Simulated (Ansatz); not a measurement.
# InP (F-43m) in Ansatz: settings compared

The runs below take InP through Born charges and dielectric tensor, band structure, with PBEsol, m-r2SCAN.

All numbers are computed with Ansatz 0.2.0; they aren't measurements. Logs are shortened: lines on timing, memory, paths and dates and some standing lists are left out, and cuts for length are marked.

**Experimental background.**

A printed reference work, data compilation reports, for a bulk crystal of InP at 1.6 K: band gap 1.4236 eV (direct).

From a printed reference work, textbook, for a bulk crystal of InP at 300 K: high-frequency dielectric constant 9.61.

The results are compared with them further down.

## Step 1: The structure

It takes space group F-43m (No. 216, cubic). Conventional cell: a = 5.861 Å, b = 5.861 Å, c = 5.861 Å, α = 90.00°, β = 90.00°, γ = 90.00°. In (site symmetry -43m) has 4 P at 2.54 Å as nearest neighbours. P (site symmetry -43m) is surrounded by 4 In at 2.54 Å.

## Step 2: Born charges and dielectric tensor, PBEsol

File input.yaml:

```yaml
crystal:
  lattice:
    - [0.0, 2.9305, 2.9305]
    - [2.9305, 0.0, 2.9305]
    - [2.9305, 2.9305, 0.0]
  atoms:
    - { symbol: In, position: [0.0, 0.0, 0.0] }
    - { symbol: P, position: [0.75, 0.75, 0.75] }
hamiltonian:
  xc: pbesol
  pseudopotentials: { kind: paw }
kpoints:
  mp_grid: { grid: [8, 8, 8] }
scf:
  occupations: { method: fixed }
output:
  eigenvalues: true
dielectric:
  method: response
```

Potentials or basis: Ansatz PAW.

Started as:

```bash
> ansatz run input.yaml --threads 2 --pin off --max-ram 5120MiB --backend cpu --events-out ev --progress --plain --runs-dir out
```

Output:

```text
Warning: RAYON_NUM_THREADS=2 ignored (pool sized by the plan → 2); use --threads N
Engine: ansatz 0.2.0, x86_64-unknown-linux-gnu
Pseudopotentials: kind: paw
Pseudopotential: In, paw, valence charge 13, recommended cutoff 420 eV (normal), In.paw.azcp
Pseudopotential: P, paw, valence charge 5, recommended cutoff 420 eV (normal), P.paw.azcp
Functional definition: PBEsol
  exchange = pbesol_x
  correlation = pbesol_c
Crystal: 2 atoms, lattice volume = 50.333 Å³
Basis set: ecut = 420 eV, 941 PW (Γ), exchange–correlation on 60×60×60 points (8 copies of the dense FFT grid, shifted against one another)
Bands: 13, of which v1, the nominal top of the filled ones, is band 9 counted from 1 (8 counted from 0)
Symmetry: 24 space group operations
k-points: 95 of 512 (irreducible under 4 space group operations, time reversal used)
Non-local potential: In, projectors of the file, l = 0: 2, l = 1: 2, l = 2: 2, l = 3: 2
Non-local potential: P, projectors of the file, l = 0: 2, l = 1: 2, l = 2: 2
PAW form: soft (Blöchl's): semilocal exchange-correlation on the pseudo side does not see the compensation charge
PAW frozen core: In, regenerated for the run's functional, and the local potential with it (the file was generated under x = pbe(κ = 0.804, μ = 0.2195149727645171), c = pbe(β = 0.06672455060314922))
PAW frozen core: P, regenerated for the run's functional, and the local potential with it (the file was generated under x = pbe(κ = 0.804, μ = 0.2195149727645171), c = pbe(β = 0.06672455060314922))
PAW one-centre angular grid: In, 590 points (default); XC on 64 Gauss nodes
PAW one-centre angular grid: P, 110 points (default); XC on 64 Gauss nodes
Initial density: superposition of atomic densities (neutral atoms: chi_scale 0, normalization atom), corrected by the library's trained network
Initial wavefunctions: pseudopotential atomic-orbital guess
Functional: x = pbesol(κ = 0.804, μ = 0.12345679012345678), c = pbesol(β = 0.046)
SCF iter   1: F=—  HF=-6265.873914 eV  |F-HF|=—  |Δ(HF+E_count)|=         —  Δρ=5.36e-3  dr2=2.60e-2  ethr=1.77e-3  ⟨swp⟩=5.1  Hψ=6528  notcnv=0  defer=176
preconditioner: auto → none  [insulator: Δε(μ)=0.573 eV  Ē_g=14.631 eV  n_scr=14 (ndim 8)  ℏωp=22.2 eV  f_vac=0.021  ε∞_Penn≈3.3]
SCF iter   2: F=—  HF=-6265.864614 eV  |F-HF|=—  |Δ(HF+E_count)|=   9.30e-3  Δρ=1.85e-3  dr2=1.59e-3  ethr=1.44e-4  ⟨swp⟩=2.9  Hψ=2516  notcnv=0  defer=185
SCF iter   3: F=—  HF=-6265.864206 eV  |F-HF|=—  |Δ(HF+E_count)|=   4.08e-4  Δρ=5.11e-4  dr2=1.54e-4  ethr=8.81e-6  ⟨swp⟩=2.9  Hψ=2418  notcnv=0  defer=183
SCF iter   4: F=—  HF=-6265.864223 eV  |F-HF|=—  |Δ(HF+E_count)|=   1.71e-5  Δρ=2.43e-4  dr2=3.05e-5  ethr=8.58e-7  ⟨swp⟩=2.0  Hψ=1450  notcnv=0  defer=182
SCF iter   5: F=—  HF=-6265.864233 eV  |F-HF|=—  |Δ(HF+E_count)|=   1.05e-5  Δρ=4.72e-5  dr2=1.64e-6  ethr=1.69e-7  ⟨swp⟩=2.1  Hψ=1472  notcnv=0  defer=170
SCF iter   6: F=—  HF=-6265.864231 eV  |F-HF|=—  |Δ(HF+E_count)|=   2.20e-6  Δρ=4.47e-6  dr2=8.18e-9  ethr=9.09e-9  ⟨swp⟩=2.0  Hψ=1619  notcnv=0  defer=166
SCF iter   7: F=-6265.864231 eV  HF=-6265.864231 eV  |F-HF|=2.18e-11  |Δ(HF+E_count)|=   2.56e-9  Δρ=4.60e-7  dr2=9.21e-11  ethr=1.00e-12  ⟨swp⟩=5.5  Hψ=7045  notcnv=0
SCF 1 converged in 7 iterations: F = -6265.864231 eV  dr2 = 9.21e-11
DFPT response loops at Γ: preconditioner auto → none (the input reference at scf.mixing.eps_inf says where Resta's filter doesn't serve); β = 0.50; Broyden in place of MSR1
── the response to a field inside a basis, on 10×10×10 k-points: an SCF that follows is theirs, and a resumed run solves both again ──
Bands: 10, of which v1, the nominal top of the filled ones, is band 9 counted from 1 (8 counted from 0)
k-points: 110
Initial density: handed on by an earlier stage of this run
Initial wavefunctions: pseudopotential atomic-orbital guess (no wavefunctions were taken with the density)
Eigensolver: Dense (110 Hₖ)
SCF iter   1: F=—  HF=-6265.864660 eV  |F-HF|=—  |Δ(HF+E_count)|=         —  Δρ=1.10e-4  dr2=7.39e-6  ethr=1.00e-1
preconditioner: auto → none  [insulator: Δε(μ)=0.659 eV  Ē_g=12.507 eV  n_scr=14 (ndim 8)  ℏωp=22.2 eV  f_vac=0.009  ε∞_Penn≈4.2]
SCF iter   2: F=—  HF=-6265.864659 eV  |F-HF|=—  |Δ(HF+E_count)|=   8.60e-7  Δρ=4.93e-5  dr2=5.48e-7  ethr=4.10e-8
SCF iter   3: F=-6265.864659 eV  HF=-6265.864659 eV  |F-HF|=9.20e-8  |Δ(HF+E_count)|=   2.06e-7  Δρ=2.15e-5  dr2=9.85e-8  ethr=3.04e-9
SCF 1 converged in 3 iterations: F = -6265.864659 eV  dr2 = 9.85e-8
DFPT response loops at Γ: mixed as the last ones told, above
SCF converged after 7 iterations
Free energy (F): -6265.864231 eV
Harris-Foulkes:  -6265.864231 eV  (|F-HF|=2.18e-11)
Internal energy: -6265.864231 eV  (E = F + TS)
E sigma→0 (E₀):  -6265.864231 eV
Fermi energy:    6.894106 eV
--- Per-component energies (eV) ---
  E_band       = -53.904563
  E_kinetic    = 313.654399
  E_local      = -1399.030356  (includes V_loc(G=0)·N_el)
  E_nonlocal   = 402.800634
  E_hartree    = 550.357942
  E_xc         = -274.173108
  E_vxc        = -160.246911  (∫ρ·V_xc dr)
  E_paw        = -4639.047483  (= ΣΔE_a)
  E_vpaw       = -311.798584  (= ΣTr[D̂ρ^β])
  E_aug_tail   = 0.000029  (compensation charges beyond the density's cutoff)
  E_ewald      = -1220.708286
  E_core_change = 0.281999  (= ΣΔE_core)
  E_smearing   = -0.000000  (= −TS)
  E_closure    = 0.000000  (closes the sum)
  Σ components = -6265.864231   (vs F -6265.864231, Δ=0.00e0)
--- Band table (eV; the first three rows and the last of 95) ---
  k-point 0: bands = ["-7.2662", "-7.2662", "-7.2662", "-7.1109", "-7.1109", "-4.6515", "6.8941", "6.8941", "6.8941", "7.5104", "10.9051", "10.9051", "10.9051"]
  k-point 1: bands = ["-7.2856", "-7.2587", "-7.2587", "-7.1108", "-7.1108", "-4.4714", "5.3209", "6.7044", "6.7044", "8.4743", "11.0488", "11.1856", "11.1856"]
  k-point 2: bands = ["-7.3298", "-7.2426", "-7.2426", "-7.1083", "-7.1083", "-3.9680", "3.4091", "6.3279", "6.3279", "8.5993", "11.6106", "11.6106", "12.1179"]
  k-point 94: bands = ["-7.4201", "-7.2056", "-7.1687", "-7.1324", "-7.0957", "-2.1573", "1.2345", "3.8936", "3.9296", "11.0880", "11.2330", "12.3650", "12.9666"]
--- Dielectric response (ions clamped): 3 representative field directions + reference, inside a basis on a mesh of 1000 k-points (Σ response iterations 15) ---
  ε∞ (high-frequency dielectric tensor):
       11.405447    -0.000000    -0.000000
       -0.000000    11.405447     0.000000
       -0.000000     0.000000    11.405447
  Born effective charges Z* (e; rows j = field, columns β = displacement):
    site 0:
         2.50518   -0.00000    0.00000
        -0.00000    2.50518    0.00000
         0.00000    0.00000    2.50518
    site 1:
        -2.50518    0.00000   -0.00000
         0.00000   -2.50518   -0.00000
        -0.00000   -0.00000   -2.50518
  Z* charge neutrality: 8.488e-4 e pre-enforcement
  solved inside a basis spanned on kpoints, on 10×10×10 k-points transformed towards the longest dipole: ε∞ is read to err by 3.8e-2, Z* by 1.4e-2 e (field_mesh: kpoints solves on kpoints); Z* is corrected for what the basis lacks
```

It took 50 s on 2 threads of Intel Xeon at 2.50GHz (Skylake/Cascade Lake), shared host; peak memory 0.61 GiB.

What came out:

| Property | Result |
| --- | --- |
| Free energy | -6265.8642 eV |
| Band gap on the k mesh | 0.62 eV, direct |
| Electronic dielectric tensor (diagonal) | 11.41 |
| Born charges (mean of the diagonal) | In +2.51; P -2.51 e |

Levels at points of the mesh, in eV from the valence-band top:
| k point | band 6 | band 7 | band 8 | band 9 | band 10 | band 11 | band 12 | band 13 |
| --- | --- | --- | --- | --- | --- | --- | --- | --- |
| (0.00, 0.00, 0.00) | -11.55 | 0.00 | 0.00 | 0.00 | 0.62 | 4.01 | 4.01 | 4.01 |
| (0.00, 0.00, -0.50) | -9.80 | -5.80 | -0.98 | -0.98 | 1.40 | 4.73 | 4.73 | 6.95 |
| (0.00, -0.50, -0.50) | -9.13 | -5.81 | -2.35 | -2.35 | 1.63 | 2.17 | 9.09 | 9.52 |
| (-0.50, 0.00, 0.00) | -9.80 | -5.80 | -0.98 | -0.98 | 1.40 | 4.73 | 4.73 | 6.95 |
| (-0.50, 0.00, -0.50) | -9.13 | -5.81 | -2.35 | -2.35 | 1.63 | 2.17 | 9.09 | 9.52 |

Electronic dielectric tensor:
```
11.41  0.00  0.00
 0.00 11.41  0.00
 0.00  0.00 11.41
```

Born effective charge tensors (e):
atom 1, In
```
2.51 0.00 0.00
0.00 2.51 0.00
0.00 0.00 2.51
```
atom 2, P
```
-2.51  0.00  0.00
 0.00 -2.51  0.00
 0.00  0.00 -2.51
```

Caveat: the gap is small at this level, which inflates the dielectric constant; spin-orbit coupling is left out, which moves the levels of the heavy elements; the PAW data sets come from PBE, with cores solved anew for the run's functional, which leaves a small shift of forces and pressure.

## Step 3: Band structure, m-r2SCAN

File input.yaml:

```yaml
crystal:
  lattice:
    - [0.0, 2.9305, 2.9305]
    - [2.9305, 0.0, 2.9305]
    - [2.9305, 2.9305, 0.0]
  atoms:
    - { symbol: In, position: [0.0, 0.0, 0.0] }
    - { symbol: P, position: [0.75, 0.75, 0.75] }
hamiltonian:
  xc: mr2scan
  pseudopotentials: { kind: paw }
kpoints:
  mp_grid: { grid: [8, 8, 8] }
  band_path:
    path:
      - [[0.0, 0.0, 0.0], [0.5, 0.0, 0.5], [0.5, 0.25, 0.75], [0.375, 0.375, 0.75], [0.0, 0.0, 0.0], [0.5, 0.5, 0.5], [0.625, 0.25, 0.625], [0.5, 0.25, 0.75], [0.5, 0.5, 0.5], [0.375, 0.375, 0.75]]
      - [[0.625, 0.25, 0.625], [0.5, 0.0, 0.5]]
    npoints: 14
scf:
  occupations: { method: fermi_dirac, width: 0.05 }
  n_extra_bands: 6
output:
  forces: true
  stress: true
  eigenvalues: true
  fatbands: false
```

Potentials or basis: Ansatz PAW.

Started as:

```bash
> ansatz run input.yaml --threads 2 --pin off --max-ram 5120MiB --backend cpu --events-out ev --progress --plain --runs-dir out
```

It took 15 s on 2 threads of Intel Xeon at 2.50GHz (Skylake/Cascade Lake), shared host; peak memory 0.49 GiB.

The run converged. Its results:

```yaml
Free_energy: -6371.7319 eV
Pressure: 1.7 GPa
Band_gap_on_the_k_mesh: 1.16 eV, direct
Band_gap_along_the_path: 1.16 eV, direct
```

Levels at the corners of the path, in eV from the valence-band top:
```tsv
point	band 7	band 8	band 9	band 10	band 11	band 12
Γ	0.00	0.00	0.00	1.16	4.43	4.43
X	-5.88	-2.41	-2.41	2.01	2.54	9.88
W	-5.71	-3.06	-3.00	4.58	4.79	6.03
K	-5.72	-3.42	-2.01	2.64	4.75	8.00
Γ	0.00	0.00	0.00	1.16	4.43	4.43
L	-5.88	-1.01	-1.01	1.86	5.15	5.15
U	-5.72	-3.42	-2.01	2.64	4.75	8.00
W	-5.71	-3.06	-3.00	4.58	4.79	6.03
L	-5.88	-1.01	-1.01	1.86	5.15	5.15
K	-5.72	-3.42	-2.01	2.64	4.75	8.00
U	-5.72	-3.42	-2.01	2.64	4.75	8.00
X	-5.88	-2.41	-2.41	2.01	2.54	9.88
```

Caveat: spin-orbit coupling is left out, which moves the levels of the heavy elements; the PAW data sets come from PBE, with cores solved anew for the run's functional, which leaves a small shift of forces and pressure.

## Step 4: How close it comes

Step 2. Against the measured gap of InP, 1.4236 eV (direct; 1.6 K; a printed reference work, data compilation), the calculated 0.62 eV is off by -0.81 eV. Spin-orbit coupling on In is left out. The value is that of PBEsol, without temperature or zero-point motion. Semilocal functionals fall short of measured gaps as a rule. Against the measured high-frequency dielectric constant of InP, 9.61 (300 K; a printed reference work, textbook), the calculated 11.41 is off by +18.7 %.

Step 3. A measured gap of InP is 1.4236 eV (direct; 1.6 K; a printed reference work, data compilation); the calculated 1.16 eV misses it by -0.26 eV. Spin-orbit coupling on In is left out. The value is that of m-r2SCAN, without temperature or zero-point motion.
